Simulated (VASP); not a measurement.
A run of VASP 6.6.1 is set up as follows.

INCAR

```
PREC = Accurate ; ENCUT = 550
EDIFF = 1E-7 ; ISMEAR = 0
SIGMA = 0.01 ; LREAL = F
LASPH = T ; NELM = 80
ALGO = Normal ; ISIF = 2
LWAVE = F ; LCHARG = T
GGA = PS ; LELF = T
LVHAR = T
```

The input CdS.cif:

```cif
data_CdS
_cell_length_a 5.50648800
_cell_length_b 5.50648800
_cell_length_c 5.50648800
_cell_angle_alpha 90.00000000
_cell_angle_beta 90.00000000
_cell_angle_gamma 90.00000000
_space_group_name_H-M_alt 'Fm-3m'
_space_group_name_Hall '-F 4 2 3'
_space_group_IT_number 225
loop_
_space_group_symop_operation_xyz
'x,y,z'
'-x,-y,-z'
'-y,x,z'
'y,-x,-z'
'-x,-y,z'
'x,y,-z'
'y,-x,z'
'-y,x,-z'
'x,-y,-z'
'-x,y,z'
'-y,-x,-z'
'y,x,z'
'-x,y,-z'
'x,-y,z'
'y,x,-z'
'-y,-x,z'
'z,x,y'
'-z,-x,-y'
'z,-y,x'
'-z,y,-x'
'z,-x,-y'
'-z,x,y'
'z,y,-x'
'-z,-y,x'
'-z,x,-y'
'z,-x,y'
'-z,-y,-x'
'z,y,x'
'-z,-x,y'
'z,x,-y'
'-z,y,x'
'z,-y,-x'
'y,z,x'
'-y,-z,-x'
'x,z,-y'
'-x,-z,y'
'-y,z,-x'
'y,-z,x'
'-x,z,y'
'x,-z,-y'
'-y,-z,x'
'y,z,-x'
'-x,-z,-y'
'x,z,y'
'y,-z,-x'
'-y,z,x'
'x,-z,y'
'-x,z,-y'
'x,y+1/2,z+1/2'
'-x,-y+1/2,-z+1/2'
'-y,x+1/2,z+1/2'
'y,-x+1/2,-z+1/2'
'-x,-y+1/2,z+1/2'
'x,y+1/2,-z+1/2'
'y,-x+1/2,z+1/2'
'-y,x+1/2,-z+1/2'
'x,-y+1/2,-z+1/2'
'-x,y+1/2,z+1/2'
'-y,-x+1/2,-z+1/2'
'y,x+1/2,z+1/2'
'-x,y+1/2,-z+1/2'
[... 41 lines left out ...]
'y+1/2,-x,z+1/2'
'-y+1/2,x,-z+1/2'
'x+1/2,-y,-z+1/2'
'-x+1/2,y,z+1/2'
'-y+1/2,-x,-z+1/2'
'y+1/2,x,z+1/2'
'-x+1/2,y,-z+1/2'
'x+1/2,-y,z+1/2'
'y+1/2,x,-z+1/2'
'-y+1/2,-x,z+1/2'
'z+1/2,x,y+1/2'
'-z+1/2,-x,-y+1/2'
'z+1/2,-y,x+1/2'
'-z+1/2,y,-x+1/2'
'z+1/2,-x,-y+1/2'
'-z+1/2,x,y+1/2'
'z+1/2,y,-x+1/2'
'-z+1/2,-y,x+1/2'
'-z+1/2,x,-y+1/2'
'z+1/2,-x,y+1/2'
'-z+1/2,-y,-x+1/2'
'z+1/2,y,x+1/2'
'-z+1/2,-x,y+1/2'
'z+1/2,x,-y+1/2'
'-z+1/2,y,x+1/2'
'z+1/2,-y,-x+1/2'
'y+1/2,z,x+1/2'
'-y+1/2,-z,-x+1/2'
'x+1/2,z,-y+1/2'
'-x+1/2,-z,y+1/2'
'-y+1/2,z,-x+1/2'
'y+1/2,-z,x+1/2'
'-x+1/2,z,y+1/2'
'x+1/2,-z,-y+1/2'
'-y+1/2,-z,x+1/2'
'y+1/2,z,-x+1/2'
'-x+1/2,-z,-y+1/2'
'x+1/2,z,y+1/2'
'y+1/2,-z,-x+1/2'
'-y+1/2,z,x+1/2'
'x+1/2,-z,y+1/2'
'-x+1/2,z,-y+1/2'
'x+1/2,y+1/2,z'
'-x+1/2,-y+1/2,-z'
'-y+1/2,x+1/2,z'
'y+1/2,-x+1/2,-z'
'-x+1/2,-y+1/2,z'
'x+1/2,y+1/2,-z'
'y+1/2,-x+1/2,z'
'-y+1/2,x+1/2,-z'
'x+1/2,-y+1/2,-z'
'-x+1/2,y+1/2,z'
'-y+1/2,-x+1/2,-z'
'y+1/2,x+1/2,z'
'-x+1/2,y+1/2,-z'
'x+1/2,-y+1/2,z'
'y+1/2,x+1/2,-z'
'-y+1/2,-x+1/2,z'
'z+1/2,x+1/2,y'
'-z+1/2,-x+1/2,-y'
'z+1/2,-y+1/2,x'
'-z+1/2,y+1/2,-x'
'z+1/2,-x+1/2,-y'
'-z+1/2,x+1/2,y'
'z+1/2,y+1/2,-x'
'-z+1/2,-y+1/2,x'
'-z+1/2,x+1/2,-y'
'z+1/2,-x+1/2,y'
'-z+1/2,-y+1/2,-x'
'z+1/2,y+1/2,x'
'-z+1/2,-x+1/2,y'
'z+1/2,x+1/2,-y'
'-z+1/2,y+1/2,x'
'z+1/2,-y+1/2,-x'
'y+1/2,z+1/2,x'
'-y+1/2,-z+1/2,-x'
'x+1/2,z+1/2,-y'
'-x+1/2,-z+1/2,y'
'-y+1/2,z+1/2,-x'
'y+1/2,-z+1/2,x'
'-x+1/2,z+1/2,y'
'x+1/2,-z+1/2,-y'
'-y+1/2,-z+1/2,x'
'y+1/2,z+1/2,-x'
'-x+1/2,-z+1/2,-y'
'x+1/2,z+1/2,y'
'y+1/2,-z+1/2,-x'
'-y+1/2,z+1/2,x'
'x+1/2,-z+1/2,y'
'-x+1/2,z+1/2,-y'
loop_
_atom_site_label
_atom_site_type_symbol
_atom_site_symmetry_multiplicity
_atom_site_Wyckoff_symbol
_atom_site_fract_x
_atom_site_fract_y
_atom_site_fract_z
_atom_site_occupancy
Cd1 Cd 4 a 0.0000000000 0.0000000000 0.0000000000 1
S1 S 4 b 0.5000000000 0.0000000000 0.0000000000 1
```

The input KPOINTS:

```
regular mesh
0
Gamma
  5 5 5
```

The input POSCAR:

```
Cd S 
 1.0000000000000000
     5.5064880000000000    0.0000000000000000    0.0000000000000000
     0.0000000000000000    5.5064880000000000    0.0000000000000000
     0.0000000000000000    0.0000000000000000    5.5064880000000000
 Cd  S  
   4   4
Cartesian
  0.0000000000000000  0.0000000000000000  0.0000000000000000
  0.0000000000000000  2.7532440000000000  2.7532440000000000
  2.7532440000000000  0.0000000000000000  2.7532440000000000
  2.7532440000000000  2.7532440000000000  0.0000000000000000
  2.7532440000000000  0.0000000000000000  0.0000000000000000
  0.0000000000000000  2.7532440000000000  0.0000000000000000
  0.0000000000000000  0.0000000000000000  2.7532440000000000
  2.7532440000000000  2.7532440000000000  2.7532440000000000
```

Potentials or basis: VASP PAW PBE potentials, release 64 (Cd_GW, S_GW).

Command:

```bash
$ ase convert -i cif -o vasp CdS.cif POSCAR
$ cat potpaw_PBE.64/Cd_GW/POTCAR potpaw_PBE.64/S_GW/POTCAR > POTCAR
$ mpirun -np 1 vasp_std > vasp.out
```

(1) Predict the pressure.

(2) Estimate the band gap on the k mesh.

## Answers

(1) -4.5 GPa.

(2) 0.13 eV.

Caveat: the PAW data sets were made with another functional, which shifts forces and pressure a little; an odd mesh through Γ misses points on the zone boundary, where band edges often lie.
